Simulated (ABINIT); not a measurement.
# Pb (Fd-3m) in ABINIT: notebook

The runs below take Pb through band structure, with PBEsol.

Program: ABINIT 10.8.3 (patched build). These are calculated values, not measurements. Logs are shortened: lines on timing, memory, paths and dates and some standing lists are left out, and cuts for length are marked. The log counts tension as positive stress, the text compression.

## Step 1: The crystal as given

It takes space group Fd-3m (No. 227, cubic). The conventional cell has a = 6.878 Å, b = 6.878 Å, c = 6.878 Å, α = 90.00°, β = 90.00°, γ = 90.00°. Pb (site symmetry -43m) has 4 Pb at 2.98 Å as nearest neighbours.

This isn't the form of Pb at room conditions, which is fcc.

## Step 2: Band structure, PBEsol

run.abi reads:

```
ndtset 2

pp_dirpath "./"
pseudos "Pb.GGA_PBE-JTH.xml"

acell 4.8634805195 4.8634805195 4.8634805195 Angstrom
rprim
     0.0000000000     0.7071067812     0.7071067812
     0.7071067812     0.0000000000     0.7071067812
     0.7071067812     0.7071067812     0.0000000000
ntypat 1
znucl 82
natom 2
typat 1 1
xcart
     1.7195000278     1.7195000278     1.7195000278
     0.0000000000     0.0000000000     0.0000000000 Angstrom

ecut 22.0
pawecutdg 44.0
pawxcdev 0

ixc -116133

occopt 3
tsmear 0.00183747

nstep 100

iomode 3
prtwf 0
prteig 0
prtebands 0
enunit 1
prtden1 1

kptopt1 1
ngkpt1 7 7 7
nshiftk1 1
shiftk1 0.0 0.0 0.0
nband1 18
tolvrs1 1.0e-9

iscf2 -2
getden2 1
nband2 24
nbdbuf2 4
tolwfr2 1.0e-11
kptopt2 -9
ndivsm2 5
prteig2 1
prtvol2 -3
kptbounds2
     0.0000000000     0.0000000000     0.0000000000
     0.5000000000     0.0000000000     0.5000000000
     0.5000000000     0.2500000000     0.7500000000
     0.3750000000     0.3750000000     0.7500000000
     0.0000000000     0.0000000000     0.0000000000
     0.5000000000     0.5000000000     0.5000000000
     0.6250000000     0.2500000000     0.6250000000
     0.5000000000     0.2500000000     0.7500000000
     0.5000000000     0.5000000000     0.5000000000
     0.3750000000     0.3750000000     0.7500000000
```

Potentials or basis: JTH PAW PBE v2.0.

Started as:

```bash
$ abinit run.abi > log 2>&1
```

run.abo:

```text
.Version 10.8.3 of ABINIT
 DATASET    1 : space group Fd -3 m (#227); Bravais cF (face-center cubic)
================================================================================
 Values of the parameters that define the memory need for DATASET  1.
     intxc =       0    ionmov =       0      iscf =      17    lmnmax =      18
     lnmax =       6     mgfft =      40  mpssoang =       3    mqgrid =    3001
     natom =       2  nloc_mem =       2    nspden =       1   nspinor =       1
    nsppol =       1      nsym =      48    n1xccc =       1    ntypat =       1
    occopt =       3   xclevel =       2
       mpw =        2726          nfft =       64000          nkpt =          20
 PAW method is used; the additional fine FFT grid is defined by:
   mgfftf=        60    nfftf =    216000
================================================================================
================================================================================

 DATASET    2 : space group Fd -3 m (#227); Bravais cF (face-center cubic)
================================================================================
 Values of the parameters that define the memory need for DATASET  2.
     intxc =       0    ionmov =       0      iscf =      -2    lmnmax =      18
     lnmax =       6     mgfft =      40  mpssoang =       3    mqgrid =    3001
     natom =       2  nloc_mem =       2    nspden =       1   nspinor =       1
    nsppol =       1      nsym =      48    n1xccc =       1    ntypat =       1
    occopt =       3   xclevel =       2
       mpw =        2727          nfft =       64000          nkpt =          87
 PAW method is used; the additional fine FFT grid is defined by:
   mgfftf=        60    nfftf =    216000
================================================================================
================================================================================

--------------------------------------------------------------------------------
------------- Echo of variables that govern the present computation ------------
--------------------------------------------------------------------------------
 -outvars: echo values of preprocessed input variables --------
            acell      9.1906462005E+00  9.1906462005E+00  9.1906462005E+00 Bohr
              amu      2.07200000E+02
             ecut      2.20000000E+01 Hartree
           enunit           1
           getden1          0
           getden2          1
             iscf1         17
             iscf2         -2
              ixc     -116133
           jdtset        1    2
           kptopt1          1
           kptopt2         -9
         kptrlatt        7    0    0      0    7    0      0    0    7
          kptrlen1     6.43345234E+01
          kptrlen2     3.00000000E+01
            natom           2
            nband1         18
            nband2         24
           nbdbuf1          0
           nbdbuf2          4
           ndtset           2
           ndivsm1          0
           ndivsm2          5
            ngfft          40      40      40
          ngfftdg          60      60      60
             nkpt1         20
             nkpt2         87
            nstep         100
             nsym          48
           ntypat           1
           occopt           3
        pawecutdg      4.40000000E+01 Hartree
         pawxcdev           0
        prtebands           0
           prteig1          0
           prteig2          1
           prtvol1          0
           prtvol2         -3
            prtwf           0
            rprim      0.0000000000E+00  7.0710678120E-01  7.0710678120E-01
                       7.0710678120E-01  0.0000000000E+00  7.0710678120E-01
                       7.0710678120E-01  7.0710678120E-01  0.0000000000E+00
           shiftk1     0.00000000E+00  0.00000000E+00  0.00000000E+00
[... 242 lines left out ...]
  3.42E-12  4.08E-12  9.02E-12  5.40E-12  9.77E-12  6.46E-12  4.28E-12  3.22E-12
  9.05E-12  8.06E-12  4.10E-12  2.16E-12  4.52E-12  3.45E-12  4.15E-12  1.33E-12
  1.82E-12  4.73E-12  4.11E-12  7.71E-12  6.73E-12  8.66E-11  9.39E-12  3.28E-09
 -4.7520E-01 -4.7520E-01 -4.7520E-01 -4.7246E-01 -4.7246E-01 -4.5648E-01
 -4.5648E-01 -4.5648E-01 -4.5566E-01 -4.5566E-01 -2.5557E-01  8.8868E-03
  1.6953E-01  1.6953E-01  1.6953E-01  2.4338E-01  2.4338E-01  2.4338E-01
  3.0170E-01  4.4684E-01  4.4684E-01  4.4684E-01  4.6622E-01  4.6622E-01
 Non-SCF case, kpt    2 (  0.03571  0.00000  0.03571), residuals and eigenvalues=
  8.35E-12  9.15E-12  8.73E-12  8.54E-12  7.54E-12  6.87E-12  5.46E-12  8.39E-12
  4.01E-12  5.68E-12  6.46E-12  3.88E-12  2.35E-12  2.96E-12  5.71E-12  4.90E-12
[... 671 lines left out ...]
  7.19E-12  8.69E-12  2.52E-12  6.88E-12  9.04E-12  6.61E-12  6.08E-12  2.26E-12
  9.62E-12  2.37E-12  5.86E-12  2.81E-12  5.76E-12  4.31E-10  8.00E-06  1.58E-06
 -4.7891E-01 -4.7774E-01 -4.7155E-01 -4.6638E-01 -4.6535E-01 -4.6486E-01
 -4.6307E-01 -4.5992E-01 -4.5226E-01 -4.5108E-01 -1.7673E-01 -1.3711E-01
  5.2544E-02  9.7173E-02  1.9052E-01  2.7667E-01  3.3472E-01  3.5944E-01
  3.8937E-01  4.4930E-01  5.0969E-01  5.3273E-01  5.9611E-01  5.9662E-01
 Non-SCF case, kpt   87 (  0.37500  0.37500  0.75000), residuals and eigenvalues=
  4.41E-12  7.85E-12  4.46E-12  2.89E-12  5.90E-12  3.66E-12  6.44E-12  4.96E-12
  5.97E-12  9.48E-12  4.58E-12  4.86E-12  9.57E-12  7.49E-12  3.41E-12  6.46E-12
  5.85E-12  8.78E-12  4.03E-12  3.15E-12  9.91E-12  2.25E-11  1.07E-06  1.27E-07
 -4.7887E-01 -4.7775E-01 -4.7148E-01 -4.6722E-01 -4.6489E-01 -4.6411E-01
 -4.6346E-01 -4.5999E-01 -4.5223E-01 -4.5111E-01 -1.7206E-01 -1.4226E-01
  5.3744E-02  9.4108E-02  1.8971E-01  2.6474E-01  3.4424E-01  3.6885E-01
  3.9243E-01  4.5509E-01  5.1754E-01  5.3797E-01  5.9404E-01  5.9430E-01

--- !ResultsGS
iteration_state: {dtset: 2, }
comment   : Summary of ground state results
lattice_vectors:
- [  0.0000000,   6.4987683,   6.4987683, ]
- [  6.4987683,   0.0000000,   6.4987683, ]
- [  6.4987683,   6.4987683,   0.0000000, ]
lattice_lengths: [   9.19065,    9.19065,    9.19065, ]
lattice_angles: [ 60.000,  60.000,  60.000, ] # degrees, (23, 13, 12)
lattice_volume:   5.4893781E+02
convergence: {deltae:  0.000E+00, res2:  0.000E+00, residm:  9.999E-12, diffor:  0.000E+00, }
etotal    :  -1.22456532E+02
entropy   :   0.00000000E+00
fermie    :   1.54647992E-01
cartesian_stress_tensor: null
pressure_GPa: null
xred      :
- [  2.5000E-01,   2.5000E-01,   2.5000E-01, Pb]
- [  9.9777E-13,   9.9777E-13,   9.9777E-13, Pb]
cartesian_forces: null
force_length_stats: {min: null, max: null, mean: null, }
...

 Integrated electronic density in atomic spheres:
 ------------------------------------------------
 Atom  Sphere_radius  Integrated_density
    1        2.40264         11.43603312
    2        2.40264         11.43603312

================================================================================

 ----iterations are completed or convergence reached----

 Mean square residual over all n,k,spin=   54.907E-13; max=  99.987E-13
 reduced coordinates (array xred) for    2 atoms
       0.250000000001      0.250000000001      0.250000000001
       0.000000000001      0.000000000001      0.000000000001

 cartesian coordinates (angstrom) at end:
    1      1.71950002779314     1.71950002779314     1.71950002779314
    2      0.00000000000686     0.00000000000686     0.00000000000686
 length scales=  9.190646200543  9.190646200543  9.190646200543 bohr
              =  4.863480519500  4.863480519500  4.863480519500 angstroms
 Eigenvalues (   eV  ) for nkpt=  87  k points:
 kpt#   1, nband= 24, wtk=  1.00000, kpt=  0.0000  0.0000  0.0000 (reduced coord)
 -12.93083  -12.93083  -12.93083  -12.85632  -12.85632  -12.42150  -12.42150  -12.42150
 -12.39917  -12.39917   -6.95429    0.24182    4.61309    4.61309    4.61309    6.62272
   6.62272    6.62272    8.20981   12.15910   12.15910   12.15910   12.68656   12.68656
 kpt#   2, nband= 24, wtk=  1.00000, kpt=  0.0357  0.0000  0.0357 (reduced coord)
 -12.93303  -12.93183  -12.93183  -12.85487  -12.85161  -12.43406  -12.41992  -12.41992
 -12.40059  -12.39029   -6.93959    0.18573    4.53723    4.53723    4.66377    6.53243
   6.71548    6.71548    8.33718   11.78057   12.18874   12.18874   12.69745   12.98790
 kpt#   3, nband= 24, wtk=  1.00000, kpt=  0.0714  0.0000  0.0714 (reduced coord)
 -12.93809  -12.93476  -12.93476  -12.85052  -12.83902  -12.45664  -12.41530  -12.41530
 -12.40483  -12.37867   -6.89556    0.02593    4.34349    4.34349    4.80504    6.32123
   6.95974    6.95974    8.65932   11.23695   12.27761   12.27761   12.73015   13.29338
 kpt#   4, nband= 24, wtk=  1.00000, kpt=  0.1071  0.0000  0.1071 (reduced coord)
 -12.94350  -12.93939  -12.93939  -12.84334  -12.82112  -12.48309  -12.41184  -12.40794
 -12.40794  -12.37024   -6.82244   -0.21713    4.09002    4.09002    5.00929    6.07135
   7.29686    7.29686    9.09309   10.72947   12.42544   12.42544   12.78475   13.50548
 kpt#   5, nband= 24, wtk=  1.00000, kpt=  0.1429  0.0000  0.1429 (reduced coord)
[... 317 lines left out ...]
 -12.31241  -12.28193   -5.12746   -3.38181    1.54487    2.87016    5.17586    7.69105
   8.99973    9.10821   10.83030   12.17721   12.61952   14.29321   15.85947   16.56212
 kpt#  85, nband= 24, wtk=  1.00000, kpt=  0.4028  0.4028  0.6944 (reduced coord)
 -13.03043  -12.99857  -12.83648  -12.68133  -12.68093  -12.65496  -12.58414  -12.51132
 -12.30886  -12.27687   -4.97007   -3.55343    1.45537    2.74887    5.19801    7.73398
   8.90950    9.45986   10.67099   12.16566   13.27587   14.44206   16.08679   16.37641
 kpt#  86, nband= 24, wtk=  1.00000, kpt=  0.3889  0.3889  0.7222 (reduced coord)
 -13.03168  -12.99989  -12.83149  -12.69089  -12.66282  -12.64950  -12.60083  -12.51516
 -12.30661  -12.27465   -4.80904   -3.73090    1.42979    2.64422    5.18421    7.52847
   9.10827    9.78082   10.59525   12.22602   13.86940   14.49632   16.22093   16.23476
 kpt#  87, nband= 24, wtk=  1.00000, kpt=  0.3750  0.3750  0.7500 (reduced coord)
 -13.03068  -13.00021  -12.82955  -12.71372  -12.65031  -12.62915  -12.61152  -12.51710
 -12.30584  -12.27521   -4.68186   -3.87110    1.46246    2.56082    5.16233    7.20385
   9.36735   10.03680   10.67861   12.38375   14.08303   14.63901   16.16456   16.17162

== END DATASET(S) ==============================================================
================================================================================

 -outvars: echo values of variables after computation  --------
            acell      9.1906462005E+00  9.1906462005E+00  9.1906462005E+00 Bohr
           etotal1    -1.2245653247E+02
            fcart1    -6.4739316714E-31  6.4739316714E-31 -6.4739316714E-31
                       6.4739316714E-31 -6.4739316714E-31  6.4739316714E-31
            rprim      0.0000000000E+00  7.0710678120E-01  7.0710678120E-01
                       7.0710678120E-01  0.0000000000E+00  7.0710678120E-01
                       7.0710678120E-01  7.0710678120E-01  0.0000000000E+00
           strten1    -1.7595683036E-05 -1.7595683036E-05 -1.7595683036E-05
                       0.0000000000E+00  0.0000000000E+00  0.0000000000E+00
           xangst      1.7195000278E+00  1.7195000278E+00  1.7195000278E+00
                       6.8626711812E-12  6.8626711812E-12  6.8626711812E-12
             xred      2.5000000000E-01  2.5000000000E-01  2.5000000000E-01
                       9.9777131002E-13  9.9777131002E-13  9.9777131002E-13
 Calculation completed.
```

Wall time 2.6 min (1 thread of Intel Xeon Platinum 8559C (Emerald Rapids), shared host); peak memory 0.22 GiB.

What came out:

```yaml
Free_energy: -3332.2120 eV
Pressure: 0.5 GPa
Band_gap_on_the_k_mesh: none (metal or under the smearing width)
Valence_electrons_inside_the_program's_atomic_spheres: Pb 11.44 (radii [1.2714] Å)
```

Levels at the corners of the path, in eV from the Fermi level:
| point | band 12 | band 13 | band 14 | band 15 | band 16 | band 17 |
| --- | --- | --- | --- | --- | --- | --- |
| Γ | -3.97 | 0.40 | 0.40 | 0.40 | 2.41 | 2.41 |
| X | -8.51 | -1.98 | -1.98 | 0.83 | 0.83 | 7.17 |
| W | -8.48 | -2.45 | -2.45 | 2.72 | 2.72 | 4.25 |
| K | -8.08 | -2.75 | -1.65 | 0.95 | 3.00 | 5.16 |
| Γ | -3.97 | 0.40 | 0.40 | 0.40 | 2.41 | 2.41 |
| L | -7.13 | -1.00 | -0.75 | -0.75 | 3.53 | 3.53 |
| U | -8.08 | -2.75 | -1.65 | 0.95 | 3.00 | 5.16 |
| W | -8.48 | -2.45 | -2.45 | 2.72 | 2.72 | 4.25 |
| L | -7.13 | -1.00 | -0.75 | -0.75 | 3.53 | 3.53 |
| K | -8.08 | -2.75 | -1.65 | 0.95 | 3.00 | 5.16 |

Caveat: the PAW data sets were made with another functional, which shifts forces and pressure a little; spin-orbit coupling is left out, which moves the levels of the heavy elements.

## Step 3: Band structure, PBEsol, spin-orbit coupling, no magnetisation

run.abi, as its differences from that of step 2:

```diff
@@ -27,2 +27,6 @@
 
+nspinor 2
+nspden 1
+pawspnorb 1
+
 nstep 100
@@ -36,3 +40,3 @@
 
-kptopt1 1
+kptopt1 4
 ngkpt1 7 7 7
@@ -40,3 +44,3 @@
 shiftk1 0.0 0.0 0.0
-nband1 18
+nband1 36
 tolvrs1 1.0e-9
@@ -45,4 +49,4 @@
 getden2 1
-nband2 24
-nbdbuf2 4
+nband2 48
+nbdbuf2 8
 tolwfr2 1.0e-11
```

Potentials or basis: JTH PAW PBE v2.0.

Started as:

```bash
$ abinit run.abi > log 2>&1
```

It took 13 min on 1 thread of Intel Xeon Platinum 8559C (Emerald Rapids), shared host; peak memory 0.47 GiB.

It converged, with:

```yaml
Free_energy: -3333.5817 eV
Pressure: 0.8 GPa
Band_gap_on_the_k_mesh: none (metal or under the smearing width)
Valence_electrons_inside_the_program's_atomic_spheres: Pb 11.47 (radii [1.2714] Å)
```

Levels at the corners of the path, in eV from the Fermi level:
```tsv
point	band 24	band 25	band 26	band 27	band 28	band 29	band 30	band 31	band 32	band 33
Γ	-3.86	-0.93	-0.93	1.04	1.04	1.04	1.04	1.40	1.40	2.85
X	-8.42	-2.12	-2.12	-2.12	-2.12	0.86	0.86	0.86	0.86	6.75
W	-8.37	-2.79	-2.79	-2.28	-2.28	2.10	2.10	3.18	3.18	4.21
K	-8.00	-2.89	-2.89	-1.72	-1.72	0.90	0.90	2.94	2.94	5.11
Γ	-3.86	-0.93	-0.93	1.04	1.04	1.04	1.04	1.40	1.40	2.85
L	-7.06	-1.48	-1.48	-1.05	-1.05	-0.18	-0.18	3.13	3.13	3.84
U	-8.00	-2.89	-2.89	-1.72	-1.72	0.90	0.90	2.94	2.94	5.11
W	-8.37	-2.79	-2.79	-2.28	-2.28	2.10	2.10	3.18	3.18	4.21
L	-7.06	-1.48	-1.48	-1.05	-1.05	-0.18	-0.18	3.13	3.13	3.84
K	-8.00	-2.89	-2.89	-1.72	-1.72	0.90	0.90	2.94	2.94	5.11
```

Caveat: the PAW data sets were made with another functional, which shifts forces and pressure a little.
